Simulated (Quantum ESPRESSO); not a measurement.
# FeO (Fm-3m) in Quantum ESPRESSO: a series of runs, part 3 of 4

Quantum ESPRESSO 7.5. Earlier steps stand in the parts before.

## (4) Phonons, AM05, collinear spin, ferromagnetic start

Contents of pw.in:

```
&CONTROL
  calculation = 'scf'
  prefix = 'pwscf'
  outdir = './tmp'
  pseudo_dir = './pseudo'
  tprnfor = .true.
  tstress = .true.
  disk_io = 'low'
/
&SYSTEM
  ibrav = 0
  nat = 2
  ntyp = 2
  ecutwfc = 56
  ecutrho = 448
  nbnd = 21
  input_dft = 'XC-000I-000I-120L-135L-000I-000I'
  occupations = 'smearing'
  smearing = 'fd'
  degauss = 0.00367493
  nspin = 2
  starting_magnetization(1) = 0.1875
  starting_magnetization(2) = 0
/
&ELECTRONS
  conv_thr = 4d-10
  electron_maxstep = 120
  mixing_beta = 0.3
/
ATOMIC_SPECIES
Fe    55.8450 fe_pbe_v1.5.uspp.F.UPF
O     15.9990 o_pbe_v1.2.uspp.F.UPF
CELL_PARAMETERS bohr
   0.0000000000    4.0731159914    4.0731159914
   4.0731159914    0.0000000000    4.0731159914
   4.0731159914    4.0731159914    0.0000000000
ATOMIC_POSITIONS bohr
Fe     0.0000000000    0.0000000000    0.0000000000
O      4.0731159914    4.0731159914    4.0731159914
K_POINTS automatic
4 4 4 1 1 1
```

Contents of relax.in:

```
&CONTROL
  calculation = 'vc-relax'
  prefix = 'pwscf'
  outdir = './tmp'
  pseudo_dir = './pseudo'
  tprnfor = .true.
  tstress = .true.
  disk_io = 'low'
  nstep = 40
  forc_conv_thr = 0.0001
  etot_conv_thr = 1d-06
/
&SYSTEM
  ibrav = 0
  nat = 2
  ntyp = 2
  ecutwfc = 56
  ecutrho = 448
  nbnd = 21
  input_dft = 'XC-000I-000I-120L-135L-000I-000I'
  occupations = 'smearing'
  smearing = 'fd'
  degauss = 0.00367493
  nspin = 2
  starting_magnetization(1) = 0.1875
  starting_magnetization(2) = 0
/
&ELECTRONS
  conv_thr = 4d-10
  electron_maxstep = 120
  mixing_beta = 0.3
/
&IONS
  ion_dynamics = 'bfgs'
/
&CELL
  cell_dynamics = 'bfgs'
  press = 0
  press_conv_thr = 0.2
/
ATOMIC_SPECIES
Fe    55.8450 fe_pbe_v1.5.uspp.F.UPF
O     15.9990 o_pbe_v1.2.uspp.F.UPF
CELL_PARAMETERS bohr
   0.0000000000    4.0731159914    4.0731159914
   4.0731159914    0.0000000000    4.0731159914
   4.0731159914    4.0731159914    0.0000000000
ATOMIC_POSITIONS bohr
Fe     0.0000000000    0.0000000000    0.0000000000
O      4.0731159914    4.0731159914    4.0731159914
K_POINTS automatic
4 4 4 1 1 1
```

Contents of scf2.in:

```
&CONTROL
  calculation = 'scf'
  prefix = 'pwscf'
  outdir = './tmp'
  pseudo_dir = './pseudo'
  tprnfor = .true.
  tstress = .true.
  disk_io = 'low'
/
&SYSTEM
  ibrav = 0
  nat = 2
  ntyp = 2
  ecutwfc = 56
  ecutrho = 448
  nbnd = 21
  input_dft = 'XC-000I-000I-120L-135L-000I-000I'
  occupations = 'smearing'
  smearing = 'fd'
  degauss = 0.00367493
  nspin = 2
  starting_magnetization(1) = 0.1875
  starting_magnetization(2) = 0
/
&ELECTRONS
  conv_thr = 1d-13
  electron_maxstep = 120
  mixing_beta = 0.3
  startingpot = 'file'
  startingwfc = 'file'
/
ATOMIC_SPECIES
Fe    55.8450 fe_pbe_v1.5.uspp.F.UPF
O     15.9990 o_pbe_v1.2.uspp.F.UPF
CELL_PARAMETERS bohr
   0.0000000000    4.0158060646    4.0158060646
   4.0158060646    0.0000000000    4.0158060646
   4.0158060646    4.0158060646    0.0000000000
ATOMIC_POSITIONS bohr
Fe     0.0000000000    0.0000000000    0.0000000000
O      4.0158060646    4.0158060646    4.0158060646
K_POINTS automatic
4 4 4 1 1 1
```

Contents of ph.in:

```
phonons of FeO
&INPUTPH
  prefix = 'pwscf'
  outdir = './tmp'
  tr2_ph = 1d-18
  fildyn = 'dyn'
  niter_ph = 90
  alpha_mix(1) = 0.4
/
0.0000000000 0.0000000000 0.0000000000
```

Contents of dynmat.in:

```
&INPUT
  fildyn = 'dyn'
  asr = 'crystal'
  filout = 'dynmat.disp'
  fileig = 'dynmat.eig'
/
```

Potentials or basis: GBRV 1.5 PBE.

Run with:

```bash
$ OMP_NUM_THREADS=1 pw.x -in pw.in > pw.out
$ OMP_NUM_THREADS=1 pw.x -in relax.in > relax.out
$ OMP_NUM_THREADS=1 pw.x -in scf2.in > scf2.out
$ OMP_NUM_THREADS=1 ph.x -in ph.in > ph.out
$ OMP_NUM_THREADS=1 dynmat.x -in dynmat.in > dynmat.out
```

pw.out:

```text
This program is part of the open-source Quantum ESPRESSO suite
     for quantum simulation of materials; please cite
         "P. Giannozzi et al., J. Phys.:Condens. Matter 21 395502 (2009);
         "P. Giannozzi et al., J. Phys.:Condens. Matter 29 465901 (2017);
         "P. Giannozzi et al., J. Chem. Phys. 152 154105 (2020);
     in publications or presentations arising from this work. More details at

     IMPORTANT: XC functional enforced from input :
     Exchange-correlation= XC-000I-000I-120L-135L-000I-000I
                           (   0   0 120 135   0   0   0)
     Any further DFT definition will be discarded
     Please, verify this is what you really want

     Message from routine setup:
     using ibrav=0 with symmetry is DISCOURAGED, use correct ibrav instead

     G-vector sticks info
     --------------------
     sticks:   dense  smooth     PW     G-vecs:    dense   smooth      PW
     Sum        1027     511    163                21595     7727    1363

     Using Slab Decomposition

     bravais-lattice index     =            0
     lattice parameter (alat)  =       5.7603  a.u.
     unit-cell volume          =     135.1482 (a.u.)^3
     number of atoms/cell      =            2
     number of atomic types    =            2
     number of electrons       =        22.00
     number of Kohn-Sham states=           21
     kinetic-energy cutoff     =      56.0000  Ry
     charge density cutoff     =     448.0000  Ry
     scf convergence threshold =      4.0E-10
     mixing beta               =       0.3000
     number of iterations used =            8  plain     mixing
     Exchange-correlation= XC-000I-000I-120L-135L-000I-000I
                           (   0   0 120 135   0   0   0)

     celldm(1)=   5.760256  celldm(2)=   0.000000  celldm(3)=   0.000000
     celldm(4)=   0.000000  celldm(5)=   0.000000  celldm(6)=   0.000000

     crystal axes: (cart. coord. in units of alat)
               a(1) = (   0.000000   0.707107   0.707107 )
               a(2) = (   0.707107   0.000000   0.707107 )
               a(3) = (   0.707107   0.707107   0.000000 )

     reciprocal axes: (cart. coord. in units 2 pi/alat)
               b(1) = ( -0.707107  0.707107  0.707107 )
               b(2) = (  0.707107 -0.707107  0.707107 )
               b(3) = (  0.707107  0.707107 -0.707107 )

     PseudoPot. # 1 for Fe read from file:
     fe_pbe_v1.5.uspp.F.UPF
[... 214 lines left out ...]

          k =-0.2652-0.2652 0.4419 (   958 PWs)   bands (ev):
[... 19 lines left out ...]
   -75.4542 -41.5554 -41.5433 -41.5316  -5.1899   6.8679   7.5185   8.0223
    10.8925  11.3731  11.6407  11.9598  12.7966  21.1893  22.5317  23.4669
    27.0935  32.0293  35.9131  41.3596  42.3738

          k = 0.0884-0.2652 0.4419 (   954 PWs)   bands (ev):

   -75.4555 -41.5564 -41.5339 -41.5246  -5.3358   6.3193   7.7788   8.0352
    10.8889  11.3096  11.7133  12.3409  13.5526  19.7785  23.0062  24.4445
    27.6552  32.4494  36.2154  38.3294  40.9838

          k =-0.6187 0.0884 0.0884 (   965 PWs)   bands (ev):

   -75.4542 -41.5602 -41.5370 -41.5329  -5.2725   6.7909   8.3645   8.8391
    10.1199  11.4638  11.6202  11.7817  11.9252  19.8778  22.9190  24.3441
    28.6194  29.3883  39.7121  40.2781  42.9034

          k = 0.2652 0.2652 0.2652 (   941 PWs)   bands (ev):
[... 7 lines left out ...]
   -75.4547 -41.5576 -41.5407 -41.5257  -5.1989   6.3208   7.4776   7.8631
    11.0960  11.2731  11.7186  12.3581  13.5941  20.8024  22.2034  23.6502
    27.7170  32.9019  35.4416  38.5808  41.0517

 ------ SPIN DOWN ----------

          k = 0.0884 0.0884 0.0884 (   944 PWs)   bands (ev):

   -71.1007 -37.2797 -37.2708 -37.2708  -5.6927   9.9629  10.6475  10.6475
    13.9093  13.9286  13.9286  15.0110  15.0110  16.0764  28.0005  31.7035
    31.7035  32.5583  35.2032  35.2032  37.7809

          k = 0.2652 0.2652-0.0884 (   952 PWs)   bands (ev):

   -71.0969 -37.3127 -37.2832 -37.2742  -5.0440   7.6024   9.5305   9.5694
    14.3477  14.3870  14.8780  15.5003  16.8075  18.8800  25.0656  27.3636
    29.6524  33.9673  35.3209  37.2581  41.4000

          k =-0.2652-0.2652 0.4419 (   958 PWs)   bands (ev):
[... 19 lines left out ...]
   -71.0931 -37.3212 -37.3058 -37.2908  -4.5497   7.6272   8.4413   9.1809
    13.9357  14.8909  15.2677  15.6053  16.2317  22.3269  23.5087  24.4422
    28.0886  32.9820  36.6465  42.2753  43.0834

          k = 0.0884-0.2652 0.4419 (   954 PWs)   bands (ev):

   -71.0947 -37.3228 -37.2937 -37.2818  -4.7107   7.1672   8.9423   9.3225
    14.1003  14.9741  15.0949  15.6794  16.7586  20.6794  24.0989  25.4629
    28.6543  33.3726  37.1420  39.1332  41.8035

          k =-0.6187 0.0884 0.0884 (   965 PWs)   bands (ev):

   -71.0931 -37.3274 -37.2977 -37.2924  -4.6286   7.4451   9.2885   9.7540
    12.8091  15.2338  15.2763  15.3966  15.6468  21.1114  23.6590  25.6314
    29.5764  30.4137  40.2461  41.3942  43.4836

          k = 0.2652 0.2652 0.2652 (   941 PWs)   bands (ev):
[... 7 lines left out ...]
   -71.0938 -37.3243 -37.3025 -37.2832  -4.5673   7.1623   8.4350   9.2487
    14.4721  14.9051  15.0274  15.8195  16.8574  21.6504  23.3896  24.5726
    28.7059  33.8763  36.1216  39.5255  41.7962

     the Fermi energy is    14.4709 ev

!    total energy              =    -282.05612321 Ry
     estimated scf accuracy    <          1.2E-10 Ry
     smearing contrib. (-TS)   =      -0.00090410 Ry
     internal energy E=F+TS    =    -282.05521911 Ry

     The total energy is F=E-TS. E is the sum of the following terms:
     one-electron contribution =    -136.16431954 Ry
     hartree contribution      =      80.11449728 Ry
     xc contribution           =     -35.97785494 Ry
     ewald contribution        =    -190.02754191 Ry

     total magnetization       =     4.00 Bohr mag/cell
     absolute magnetization    =     4.01 Bohr mag/cell

     convergence has been achieved in  12 iterations

     Forces acting on atoms (cartesian axes, Ry/au):

     atom    1 type  1   force =     0.00000000    0.00000000   -0.00000000
     atom    2 type  2   force =    -0.00000000   -0.00000000    0.00000000

     Total force =     0.000000     Total SCF correction =     0.000000

     Computing stress (Cartesian axis) and pressure

          total   stress  (Ry/bohr**3)                   (kbar)     P=      -79.34
  -0.00053937   0.00000000  -0.00000000          -79.34        0.00       -0.00
   0.00000000  -0.00053937  -0.00000000            0.00      -79.34       -0.00
  -0.00000000  -0.00000000  -0.00053937           -0.00       -0.00      -79.34

=------------------------------------------------------------------------------=
   JOB DONE.
=------------------------------------------------------------------------------=
```

relax.out:

```text
This program is part of the open-source Quantum ESPRESSO suite
     for quantum simulation of materials; please cite
         "P. Giannozzi et al., J. Phys.:Condens. Matter 21 395502 (2009);
         "P. Giannozzi et al., J. Phys.:Condens. Matter 29 465901 (2017);
         "P. Giannozzi et al., J. Chem. Phys. 152 154105 (2020);
[... 1625 lines left out ...]
   0.00000000  -0.00000118  -0.00000000            0.00       -0.17       -0.00
  -0.00000000   0.00000000  -0.00000118           -0.00        0.00       -0.17

=------------------------------------------------------------------------------=
   JOB DONE.
=------------------------------------------------------------------------------=
```

scf2.out:

```text
This program is part of the open-source Quantum ESPRESSO suite
     for quantum simulation of materials; please cite
         "P. Giannozzi et al., J. Phys.:Condens. Matter 21 395502 (2009);
         "P. Giannozzi et al., J. Phys.:Condens. Matter 29 465901 (2017);
         "P. Giannozzi et al., J. Chem. Phys. 152 154105 (2020);
[... 317 lines left out ...]
   0.00000000  -0.00000114   0.00000000            0.00       -0.17        0.00
   0.00000000   0.00000000  -0.00000114            0.00        0.00       -0.17

=------------------------------------------------------------------------------=
   JOB DONE.
=------------------------------------------------------------------------------=
```

Run time: 3.6 min. Hardware: 1 thread of Arm Neoverse V2, shared host; peak memory 0.14 GiB.

Results:

- Free energy: -3837.5899 eV
- Relaxed volume: 9.60 Å³/atom
- Relaxed cell: a = 3.005 Å, b = 3.005 Å, c = 3.005 Å, α = 60.00°, β = 60.00°, γ = 60.00°
- Space group after relaxing (to 0.05 Å): Fm-3m (No. 225)
- Pressure after relaxing: 0.0 GPa
- Band gap on the k mesh: none (metal or under the smearing width)
- Net moment: 4.00 μB per cell
- Absolute moment: 4.01 μB per cell
- Site moments: Fe +3.43; O +0.34 μB
- Valence electrons inside the program's atomic spheres: Fe 13.53; O 5.81

The path:
```
step  energy change (eV)  largest force (eV/Å)  pressure (GPa)  volume (Å³)
   1              0.0000                0.0000           -7.93        20.03
   2             -0.0214                0.0000           -0.36        19.23
   3             -0.0215                0.0000            0.02        19.19
   4             -0.0215                0.0000            0.00        19.19
```

Final structure:
```cif
data_structure
_symmetry_space_group_name_H-M 'P 1'
_symmetry_Int_Tables_number 1
_cell_length_a 3.0053
_cell_length_b 3.0053
_cell_length_c 3.0053
_cell_angle_alpha 60.000
_cell_angle_beta 60.000
_cell_angle_gamma 60.000
_cell_volume 19.19
loop_
_atom_site_label
_atom_site_type_symbol
_atom_site_fract_x
_atom_site_fract_y
_atom_site_fract_z
_atom_site_occupancy
Fe1 Fe 0.00000 0.00000 0.00000 1
O1 O 0.50000 0.50000 0.50000 1
```

Caveat: the k mesh is coarse (spacing up to 0.63 Å⁻¹), so the values aren't converged; the acoustic modes lie far from zero, so the frequencies are unreliable; the mesh is thin for the phonons of a metal; the potentials were made for another functional, which shifts forces and pressure; some modes are imaginary; a cell with one magnetic atom can't hold antiferromagnetic order, which such compounds often take; semilocal functionals often make such compounds metallic where correlation or magnetic order opens a gap, which also shifts bond lengths. With open d or f shells a metallic result of AM05 can be an artefact of self-interaction; +U or a hybrid may open a gap.

## (5) Phonons, PBE, collinear spin, ferromagnetic start

pw.in, as its differences from that of step 4:

```diff
@@ -16,3 +16,2 @@
   nbnd = 21
-  input_dft = 'XC-000I-000I-120L-135L-000I-000I'
   occupations = 'smearing'
```

scf2.in, as its differences from that of step 4:

```diff
@@ -16,3 +16,2 @@
   nbnd = 21
-  input_dft = 'XC-000I-000I-120L-135L-000I-000I'
   occupations = 'smearing'
@@ -35,8 +34,8 @@
 CELL_PARAMETERS bohr
-   0.0000000000    4.0158060646    4.0158060646
-   4.0158060646    0.0000000000    4.0158060646
-   4.0158060646    4.0158060646    0.0000000000
+   0.0000000000    4.0731159914    4.0731159914
+   4.0731159914    0.0000000000    4.0731159914
+   4.0731159914    4.0731159914    0.0000000000
 ATOMIC_POSITIONS bohr
 Fe     0.0000000000    0.0000000000    0.0000000000
-O      4.0158060646    4.0158060646    4.0158060646
+O      4.0731159914    4.0731159914    4.0731159914
 K_POINTS automatic
```

ph.in is that of step 4.

dynmat.in is that of step 4.

Potentials or basis: GBRV 1.5 PBE.

Run with:

```bash
$ OMP_NUM_THREADS=1 pw.x -in pw.in > pw.out
$ OMP_NUM_THREADS=1 pw.x -in scf2.in > scf2.out
$ OMP_NUM_THREADS=1 ph.x -in ph.in > ph.out
$ OMP_NUM_THREADS=1 dynmat.x -in dynmat.in > dynmat.out
```

pw.out:

```text
This program is part of the open-source Quantum ESPRESSO suite
     for quantum simulation of materials; please cite
[... 9 lines left out ...]
     --------------------
     sticks:   dense  smooth     PW     G-vecs:    dense   smooth      PW
     Sum        1027     511    163                21595     7727    1363

     Using Slab Decomposition

     bravais-lattice index     =            0
     lattice parameter (alat)  =       5.7603  a.u.
     unit-cell volume          =     135.1482 (a.u.)^3
     number of atoms/cell      =            2
     number of atomic types    =            2
     number of electrons       =        22.00
     number of Kohn-Sham states=           21
     kinetic-energy cutoff     =      56.0000  Ry
     charge density cutoff     =     448.0000  Ry
     scf convergence threshold =      4.0E-10
     mixing beta               =       0.3000
     number of iterations used =            8  plain     mixing
     Exchange-correlation= SLA  PW   PBE  PBE
                           (   1   4   3   4   0   0   0)

[... 316 lines left out ...]
   -71.1652 -37.3570 -37.3357 -37.3169  -4.5348   7.2705   8.5222   9.3305
    14.5095  14.9147  15.0438  15.9487  16.9680  21.8176  23.5763  24.7557
    28.9365  34.0253  36.2695  39.7416  41.9583

     the Fermi energy is    14.5069 ev

!    total energy              =    -282.62994035 Ry
     estimated scf accuracy    <          4.0E-10 Ry
     smearing contrib. (-TS)   =      -0.00092319 Ry
     internal energy E=F+TS    =    -282.62901716 Ry

     The total energy is F=E-TS. E is the sum of the following terms:
     one-electron contribution =    -136.55643874 Ry
     hartree contribution      =      80.60184863 Ry
     xc contribution           =     -36.64688514 Ry
     ewald contribution        =    -190.02754191 Ry

     total magnetization       =     4.00 Bohr mag/cell
     absolute magnetization    =     4.02 Bohr mag/cell

     convergence has been achieved in  11 iterations

     Forces acting on atoms (cartesian axes, Ry/au):

     atom    1 type  1   force =    -0.00000000   -0.00000000    0.00000000
     atom    2 type  2   force =     0.00000000    0.00000000   -0.00000000

     Total force =     0.000000     Total SCF correction =     0.000000

     Computing stress (Cartesian axis) and pressure

          total   stress  (Ry/bohr**3)                   (kbar)     P=       -1.60
  -0.00001089   0.00000000   0.00000000           -1.60        0.00        0.00
   0.00000000  -0.00001089   0.00000000            0.00       -1.60        0.00
   0.00000000   0.00000000  -0.00001089            0.00        0.00       -1.60

=------------------------------------------------------------------------------=
   JOB DONE.
=------------------------------------------------------------------------------=
```

scf2.out:

```text
This program is part of the open-source Quantum ESPRESSO suite
     for quantum simulation of materials; please cite
[... 9 lines left out ...]
     --------------------
     sticks:   dense  smooth     PW     G-vecs:    dense   smooth      PW
     Sum        1027     511    163                21595     7727    1363
[... 311 lines left out ...]
  -0.00000931   0.00000000   0.00000000           -1.37        0.00        0.00
   0.00000000  -0.00000931   0.00000000            0.00       -1.37        0.00
   0.00000000   0.00000000  -0.00000931            0.00        0.00       -1.37

=------------------------------------------------------------------------------=
   JOB DONE.
=------------------------------------------------------------------------------=
```

ph.out:

```text
This program is part of the open-source Quantum ESPRESSO suite
     for quantum simulation of materials; please cite
         "P. Giannozzi et al., J. Phys.:Condens. Matter 21 395502 (2009);
         "P. Giannozzi et al., J. Phys.:Condens. Matter 29 465901 (2017);
         "P. Giannozzi et al., J. Chem. Phys. 152 154105 (2020);
     in publications or presentations arising from this work. More details at

     IMPORTANT: XC functional enforced from input :
[... 309 lines left out ...]
     freq (   4-   6) =        244.8  [cm-1]   --> T_1u G_15  G_4- I

     INITIALIZATION:

     DYNAMICAL MATRIX:

      Additional routines

=------------------------------------------------------------------------------=
   JOB DONE.
=------------------------------------------------------------------------------=
```

Run time: 2.6 min. Hardware: 1 thread of Arm Neoverse V2, shared host; peak memory 0.14 GiB.

Results:

```
Free energy                                           : -3845.3762 eV
Pressure                                              : -0.1 GPa
Band gap on the k mesh                                : none (metal or under the smearing width)
Net moment                                            : 4.00 μB per cell
Absolute moment                                       : 4.02 μB per cell
Site moments                                          : Fe +3.46; O +0.32 μB
Valence electrons inside the program's atomic spheres : Fe 13.54; O 5.84
Highest phonon frequency at Γ                         : 245 cm⁻¹
```

Levels at points of the mesh, in eV from the Fermi level:
Spin up:
```csv
k point,band 11,band 12,band 13,band 14,band 15,band 16
"(0.12, 0.12, 0.12)",-3.54,-2.64,-2.64,0.94,13.06,16.30
```
Spin down:
```
           k point  band 7  band 8  band 9  band 10  band 11  band 12
(0.12, 0.12, 0.12)   -3.81   -3.81   -0.55    -0.54    -0.54     0.65
```

Phonon frequencies in cm⁻¹ (negative: imaginary):
```csv
q point,frequencies
"(0.000, 0.000, 0.000)",12 12 12 245 245 245
```

Optical modes at Γ, degenerate ones joined:
```csv
cm⁻¹,components,symmetry,active in
245,3,T1u,IR
```

Caveat: the k mesh is coarse (spacing up to 0.63 Å⁻¹), so the values aren't converged; the mesh is thin for the phonons of a metal; a cell with one magnetic atom can't hold antiferromagnetic order, which such compounds often take; semilocal functionals often make such compounds metallic where correlation or magnetic order opens a gap, which also shifts bond lengths.

(Continued in part 4 of 4.)
